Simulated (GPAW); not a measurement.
# Cr (Pm-3n) in GPAW: equation of state with LDA

Aim: the equation of state of Cr with LDA.

All numbers are computed with GPAW 26.7.0; they aren't measurements. Logs are shortened: lines on timing, memory, paths and dates and some standing lists are left out, and cuts for length are marked. The log counts tension as positive stress, the text compression.

## 1. The structure

Symmetry: Pm-3n, No. 223, cubic system. Conventional cell: a = 4.512 Å, b = 4.512 Å, c = 4.512 Å, α = 90.00°, β = 90.00°, γ = 90.00°. Around Cr (site symmetry -4m2) lie 6 Cr at 2.26 to 2.52 Å. Cr (site symmetry m-3) is surrounded by 12 Cr at 2.52 Å.

This isn't the form of Cr at room conditions, which is bcc.

## 2. Equation of state, LDA, collinear spin, ferromagnetic start

run.py reads:

```python
from ase import Atoms
from ase.eos import EquationOfState
from ase.io import Trajectory
from ase.units import GPa
from ase.parallel import parprint
from gpaw import GPAW, PW

atoms = Atoms(['Cr', 'Cr', 'Cr', 'Cr', 'Cr', 'Cr', 'Cr', 'Cr'],
              cell=[[4.51219083, 0.0, 0.0],
                    [0.0, 4.51219083, 0.0],
                    [0.0, 0.0, 4.51219083]],
              scaled_positions=[[0.5, 0.25, 0.0],
                                [0.5, 0.75, 0.0],
                                [0.0, 0.5, 0.75],
                                [0.0, 0.5, 0.25],
                                [0.75, 0.0, 0.5],
                                [0.25, 0.0, 0.5],
                                [0.5, 0.5, 0.5],
                                [0.0, 0.0, 0.0]],
              pbc=True)
atoms.set_initial_magnetic_moments([3.0, 3.0, 3.0, 3.0, 3.0, 3.0, 3.0, 3.0])

traj = Trajectory('eos.traj', 'w')
volumes, energies = [], []
for x in [0.94, 0.96, 0.98, 1.0, 1.02, 1.04, 1.06]:
    a = atoms.copy()
    a.set_cell(atoms.cell * x**(1 / 3), scale_atoms=True)
    calc = GPAW(mode=PW(600),
                xc='LDA',
                kpts={'size': (5, 5, 5), 'gamma': True},
                occupations={'name': 'fermi-dirac', 'width': 0.05},
                nbands=54,
                convergence={'density': 1e-05, 'energy': 1e-05},
                maxiter=150,
                txt=f'eos-{x:.2f}.txt')
    a.calc = calc
    energies.append(a.get_potential_energy(force_consistent=True))
    volumes.append(a.get_volume())
    p = -a.get_stress()[:3].mean() / GPa
    calc.write(f'eos-{x:.2f}.gpw')
    traj.write(a)
    parprint(f'{x:.2f} {volumes[-1]:10.4f} A^3 {energies[-1]:14.6f} eV {p:9.3f} GPa', flush=True)

v0, e0, B = EquationOfState(volumes, energies, eos='birchmurnaghan').fit()
parprint(f'V0 = {v0:.4f} A^3, E0 = {e0:.6f} eV, B0 = {B / GPa:.2f} GPa')
```

Potentials or basis: the program's PAW data sets (release 1.2.1) made for this functional, pw.

Started as:

```console
OMP_NUM_THREADS=1 mpirun -n 4 gpaw python run.py
```

What it wrote:

```text
__  _  _
 | _ |_)|_||  |
 |__||  | ||/\| - 26.7.0

Input parameters:
  mode=PW(ecut=600.0),
  convergence={'density': 1e-05, 'energy': 1e-05},
  kpts=MonkhorstPack(size=(5, 5, 5), gamma=True),
  maxiter=150,
  nbands=54,
  occupations=Occupations(name='fermi-dirac', width=0.05),
  xc=XC(name='LDA')

Diagonalizing LCAO Hamiltonian
Converting LCAO to pw mode
    .----------.
   /|          |
  / |          |
 * Cr          |
 |  |   Cr     |
 | Cr----------.
 | /Cr   Cr   /
 |/    Cr    /
 Cr---------*

Atoms  # Å, Bohr magnetons
|   | symbol |        x |        y |        z |    initial magnetic moments |
|---|--------|----------|----------|----------|-----------------------------|
| 0 |     Cr | 2.210040 | 1.105020 | 0.000000 | ( 0.0000,  0.0000,  3.0000) |
| 1 |     Cr | 2.210040 | 3.315060 | 0.000000 | ( 0.0000,  0.0000,  3.0000) |
| 2 |     Cr | 0.000000 | 2.210040 | 3.315060 | ( 0.0000,  0.0000,  3.0000) |
| 3 |     Cr | 0.000000 | 2.210040 | 1.105020 | ( 0.0000,  0.0000,  3.0000) |
| 4 |     Cr | 3.315060 | 0.000000 | 2.210040 | ( 0.0000,  0.0000,  3.0000) |
| 5 |     Cr | 1.105020 | 0.000000 | 2.210040 | ( 0.0000,  0.0000,  3.0000) |
| 6 |     Cr | 2.210040 | 2.210040 | 2.210040 | ( 0.0000,  0.0000,  3.0000) |
| 7 |     Cr | 0.000000 | 0.000000 | 0.000000 | ( 0.0000,  0.0000,  3.0000) |

Unit cell  # Å
| periodic |        x |        y |        z |  lengths |    angles |
|----------|----------|----------|----------|----------|-----------|
|      yes | 4.420079 | 0.000000 | 0.000000 | 4.420079 | 90.000000 |
|      yes | 0.000000 | 4.420079 | 0.000000 | 4.420079 | 90.000000 |
|      yes | 0.000000 | 0.000000 | 4.420079 | 4.420079 | 90.000000 |

Number of symmetries: 24
Symmetry operations  # r_c * U_cc + t_c -> r_c
|    | kind |            matrix            |
|----|------|------------------------------|
|  0 |  E   |  1, 0, 0,  0, 1, 0,  0, 0, 1 |
|  1 |  σ   |  1, 0, 0,  0, 1, 0,  0, 0,-1 |
|  2 |  σ   |  1, 0, 0,  0,-1, 0,  0, 0, 1 |
|  3 |  C2  |  1, 0, 0,  0,-1, 0,  0, 0,-1 |
|  4 |  C3  |  0, 1, 0,  0, 0, 1,  1, 0, 0 |
|  5 |  S6  |  0, 1, 0,  0, 0, 1, -1, 0, 0 |
|  6 |  S6  |  0, 1, 0,  0, 0,-1,  1, 0, 0 |
|  7 |  C3  |  0, 1, 0,  0, 0,-1, -1, 0, 0 |
|  8 |  C3  |  0, 0, 1,  1, 0, 0,  0, 1, 0 |
|  9 |  S6  |  0, 0, 1,  1, 0, 0,  0,-1, 0 |
| 10 |  S6  |  0, 0, 1, -1, 0, 0,  0, 1, 0 |
| 11 |  C3  |  0, 0, 1, -1, 0, 0,  0,-1, 0 |
| 12 |  S6  |  0, 0,-1,  1, 0, 0,  0, 1, 0 |
| 13 |  C3  |  0, 0,-1,  1, 0, 0,  0,-1, 0 |
| 14 |  C3  |  0, 0,-1, -1, 0, 0,  0, 1, 0 |
| 15 |  S6  |  0, 0,-1, -1, 0, 0,  0,-1, 0 |
| 16 |  S6  |  0,-1, 0,  0, 0, 1,  1, 0, 0 |
| 17 |  C3  |  0,-1, 0,  0, 0, 1, -1, 0, 0 |
| 18 |  C3  |  0,-1, 0,  0, 0,-1,  1, 0, 0 |
| 19 |  S6  |  0,-1, 0,  0, 0,-1, -1, 0, 0 |
| 20 |  σ   | -1, 0, 0,  0, 1, 0,  0, 0, 1 |
| 21 |  C2  | -1, 0, 0,  0, 1, 0,  0, 0,-1 |
| 22 |  C2  | -1, 0, 0,  0,-1, 0,  0, 0, 1 |
| 23 |  i   | -1, 0, 0,  0,-1, 0,  0, 0,-1 |

BZ-sampling:
  Number of BZ points: 125
  Number of IBZ points: 11

  Monkhorst-Pack size: [5, 5, 5]
  Monkhorst-Pack shift: [0, 0, 0]

K-points  # in reciprocal-cell coordinates
|     |                                coordinates |     weight |
|-----|--------------------------------------------|------------|
|   0 | (  0.00000000,   0.00000000,   0.00000000) | 0.00800000 |
|   1 | (  0.20000000,   0.00000000,   0.00000000) | 0.04800000 |
|   2 | (  0.20000000,   0.20000000,   0.00000000) | 0.09600000 |
|   3 | (  0.20000000,   0.20000000,   0.20000000) | 0.06400000 |
|   4 | (  0.40000000,   0.00000000,   0.00000000) | 0.04800000 |
|   5 | (  0.40000000,   0.00000000,   0.20000000) | 0.09600000 |
|   6 | (  0.40000000,   0.20000000,   0.00000000) | 0.09600000 |
|   7 | (  0.40000000,   0.20000000,   0.20000000) | 0.19200000 |
|   8 | (  0.40000000,   0.40000000,   0.00000000) | 0.09600000 |
|   9 | (  0.40000000,   0.40000000,   0.20000000) | 0.19200000 |
| ... |                                            |            |
|  10 | (  0.40000000,   0.40000000,   0.40000000) | 0.06400000 |

Plane wave coefficients: 2911
Cutoff: 600.0 eV

Spin-components: 2 (collinear spins)
Bands:           54
Projectors:      48
Spin-degeneracy: 1
Datatype:        complex128

Parallelization:
  kpt:    4
  domain: 1
  band:   1

Density:
  Valence electrons: 48.0
  Components: 2
  Grid points: [25 25 25]
  Charge: 0.0  # |e|

Potential:
  Grid points: [25 25 25]

species:
  Cr:
    name:    Chromium
    Z:       24.0
    valence: 6
    core:    18
    charge:  0.0  # [|e|]
    compensation charges:
      type: gauss
      rc: 0.35  # [Å]
      lmax: 2
    cutoffs:
      filter: 2.14  # [Å]
      core: 3.04  # [Å]
    projectors
    | kind |    occ | energy [eV] | rcut [Å] |
    |------|--------|-------------|----------|
    |   4s |  1.000 |      -4.191 |    1.164 |
    |   4p |  0.000 |      -1.079 |    1.217 |
    |   3d |  5.000 |      -3.128 |    1.111 |
    |    s |        |      23.021 |    1.164 |
    |    p |        |      26.132 |    1.217 |
    |    d |        |      24.083 |    1.111 |

    Using partial waves for Cr as LCAO basis

Reference energy: -228213.466894  # eV

eigensolver:
  PPCG
  Converge bands: occupied
  niter=2

density mixing:
  MSR1-Mixer
  Pratt-step length: 0.05
  Maximum mixing coefficient: 0.75
  Old densities: 10
  SVD Regularization: 0.005
  Good broyden scale: 1.0
  Trust region scale: 1.0
  Backstep threshold: 4.0
  History deletion threshold: 6.0
  Fourier metric: weight=20.0, sigma=0.015

occupation numbers:
  Fermi-Dirac:
    width: 0.0500  # eV

poisson solver:
  ecut: 4800.0  # eV

xc functional:
  name: None

convergence criteria:
- Maximum integral of absolute [dens]ity change: 1e-05 electrons / valence electron
- Maximum [total energy] change in last 3 cyles: 1e-05 eV / valence electron
- Maximum integral of absolute [eigenst]ate change: 4e-08 eV^2 / valence electron
maximum number of iterations: 150

SCF iterations
|iter     | |      energy | eigst |  dens |  magmom |
|---------|-|-------------|-------|-------|---------|
|iter:   1| |  -76.814211 | +0.60 |       | +23.9840|
|iter:   2| |  -77.251465 | -1.19 | -0.38 | +23.1908|
|iter:   3| |  -85.635733 | -0.42 | -0.40 |  +9.9376|
|iter:   4| | -114.170370 | -0.08 | -0.53 | +11.0888|
|iter:   5| |  -83.392655 | -0.03 | -0.29 |  +8.6157|
|iter:   6| |  -85.680765 | -0.52 | -0.71 |  +1.4726|
|iter:   7| |  -84.151135 | -0.99 | -0.87 |  -2.7615|
|iter:   8| |  -84.077380 | -1.67 | -1.10 |  -0.0092|
|iter:   9| |  -84.065494 | -2.06 | -1.73 |  +0.0188|
|iter:  10| |  -84.066741 | -2.40 | -2.06 |  -0.2329|
|iter:  11| |  -84.068841 | -2.73 | -2.22 |  -0.0170|
|iter:  12| |  -84.069736 | -2.94 | -2.84 |  +0.0134|
|iter:  13| |  -84.070328 | -3.14 | -3.20 |  -0.0072|
|iter:  14| |  -84.070778 | -3.32 | -3.39 |  +0.0033|
|iter:  15| |  -84.071020 | -3.52 | -3.36 |  +0.0017|
|iter:  16| |  -84.071209c| -3.70 | -3.93 |  +0.0014|
|iter:  17| |  -84.071313c| -3.87 | -3.76 |  +0.0003|
|iter:  18| |  -84.071394c| -4.02 | -3.97 |  +0.0003|
|iter:  19| |  -84.071450c| -4.19 | -3.79 |  +0.0002|
|iter:  20| |  -84.071487c| -4.33 | -3.80 |  +0.0004|
|iter:  21| |  -84.071512c| -4.50 | -3.74 |  +0.0005|
|iter:  22| |  -84.071529c| -4.71 | -3.69 |  +0.0003|
|iter:  23| |  -84.071542c| -4.86 | -3.79 |  +0.0001|
|iter:  24| |  -84.071552c| -5.02 | -3.68 |  +0.0002|
|iter:  25| |  -84.071557c| -5.19 | -3.67 |  +0.0004|
|iter:  26| |  -84.071561c| -5.35 | -3.66 |  +0.0002|
|iter:  27| |  -84.071563c| -5.54 | -3.66 |  +0.0001|
|iter:  28| |  -84.071578c| -5.60 | -3.81 |  -0.0000|
|iter:  29| |  -84.071569c| -5.89 | -3.63 |  +0.0001|
|iter:  30| |  -84.071569c| -6.03 | -3.81 |  -0.0002|
|iter:  31| |  -84.071581c| -6.24 | -3.90 |  -0.0002|
|iter:  32| |  -84.071575c| -6.47 | -4.17 |  -0.0000|
|iter:  33| |  -84.071576c| -6.67 | -4.66 |  -0.0000|
|iter:  34| |  -84.071575c| -6.83 | -4.98 |  -0.0000|
|iter:  35| |  -84.071575c| -7.01 | -5.24c|  -0.0000|
|iter:  36| |  -84.071576c| -7.17 | -5.46c|  -0.0000|
|iter:  37| |  -84.071576c| -7.31 | -6.00c|  -0.0000|
|iter:  38| |  -84.071576c| -7.43c| -6.32c|  -0.0000|

Converged in 38 steps
Energy contributions relative to reference atoms: (reference = -228213.466894)

Energy contributions:
  Kinetic:         -50.830651
  Coulomb:          13.141302
  Zero:              0.939202
  External:          0.000000
  Xc:              -47.305418
  Entropy:          -0.032021
  Spinorbit:         0.000000
  ----------------------------
  Free energy:     -84.087586
  Extrapolated:    -84.071576

dipole moment: (-32.934938, -32.934938, -32.934938)  # |e|*Ang

Total magnetic moment: (0.000000, 0.000000, -0.000001)

Local magnetic moments
|        x |        y |         z |
|----------|----------|-----------|
| 0.000000 | 0.000000 | -0.000001 |  # Cr   0
| 0.000000 | 0.000000 | -0.000001 |  # Cr   1
| 0.000000 | 0.000000 | -0.000001 |  # Cr   2
| 0.000000 | 0.000000 | -0.000001 |  # Cr   3
| 0.000000 | 0.000000 | -0.000001 |  # Cr   4
| 0.000000 | 0.000000 | -0.000001 |  # Cr   5
| 0.000000 | 0.000000 |  0.000000 |  # Cr   6
| 0.000000 | 0.000000 | -0.000002 |  # Cr   7

Fermi level: 11.713
Eigenvalues  # (at kpt = [0.000, 0.000, 0.000])
| band index |      eig [eV] | occ [0-1] |      eig [eV] | occ [0-1] |
|------------|---------------|-----------|---------------|-----------|
|          0 |         3.994 |     1.000 |         3.994 |     1.000 |
|        ... |               |           |               |           |
|         17 |        10.547 |     1.000 |        10.547 |     1.000 |
|         18 |        10.547 |     1.000 |        10.547 |     1.000 |
|         19 |        10.547 |     1.000 |        10.547 |     1.000 |
|         20 |        10.625 |     1.000 |        10.625 |     1.000 |
|         21 |        10.625 |     1.000 |        10.625 |     1.000 |
|         22 |        11.401 |     0.998 |        11.401 |     0.998 |
[... 8 lines left out ...]
|         31 |        13.040 |     0.000 |        13.040 |     0.000 |
|         32 |        13.040 |     0.000 |        13.040 |     0.000 |
|        ... |               |           |               |           |
|         53 |        21.191 |     0.000 |        21.191 |     0.000 |

No gap
No difference between direct/indirect transitions

Stress tensor  # eV/Ang^3
|         x |         y |         z |
|-----------|-----------|-----------|
| -0.017809 |  0.000000 |  0.000000 |
|  0.000000 | -0.017809 |  0.000000 |
|  0.000000 |  0.000000 | -0.017809 |

# Writing to eos-0.94.gpw (mode='')
```

It took 5.3 min on 4 MPI ranks of Intel Xeon 6975P-C (Granite Rapids), shared host; peak memory 0.47 GiB.

What came out:

| Item | Value |
| --- | --- |
| Equilibrium volume | 10.92 Å³/atom |
| Bulk modulus | 297 GPa |
| Pressure derivative of the bulk modulus | 4.3 |

Energy against volume, from the lowest point:
```csv
volume (Å³/atom),energy (meV/atom)
10.794,0.39
11.024,0.00
11.254,8.16
11.483,23.89
11.713,46.49
11.943,75.23
12.172,109.39
```
